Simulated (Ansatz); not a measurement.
The system is CsSnI3.

```
CELL_PARAMETERS angstrom
6.20570 0.00000 0.00000
0.00000 6.20570 0.00000
0.00000 0.00000 6.20570
ATOMIC_POSITIONS crystal
Cs 0.00000 0.00000 0.00000
I 0.50000 0.50000 0.00000
I 0.50000 0.00000 0.50000
I 0.00000 0.50000 0.50000
Sn 0.50000 0.50000 0.50000
```

- Program: Ansatz 0.2.0
- Task: relaxation of cell and atoms
- Functional: PBE
- Potentials or basis: Ansatz PAW
- Cutoff: 420 eV (not typed: the program's choice for these potentials)
- k mesh: 5 × 5 × 5
- Occupations: fermi-dirac, width 0.05 eV
- Spin: no spin polarisation

At the start: volume 47.80 Å³/atom.

Task: How do energy, volume and symmetry change on relaxing?

Result: It ends after 4 steps and the volume is 49.30 Å³/atom (+3.1 %); space group Pm-3m (No. 221, to 0.05 Å).

Step by step:
| step | energy change (eV) | largest force (eV/Å) | volume (Å³) |
| --- | --- | --- | --- |
| 1 | 0.0000 | 0.0000 | 238.99 |
| 2 | -0.0085 | 0.0000 | 242.55 |
| 3 | -0.0117 | 0.0000 | 246.50 |
| 4 | -0.0123 | 0.0000 | 246.50 |

Final structure:
```
Cs I Sn
1.0
     6.27007    0.00000    0.00000
     0.00000    6.27007    0.00000
     0.00000    0.00000    6.27007
Cs I Sn
1 3 1
Direct
  0.00000 0.00000 0.00000
  0.50000 0.50000 0.00000
  0.50000 0.00000 0.50000
  0.00000 0.50000 0.50000
  0.50000 0.50000 0.50000
```

Caveat: the plane-wave basis is chosen anew once the cell has moved, so the energies of steps on either side of that aren't comparable.
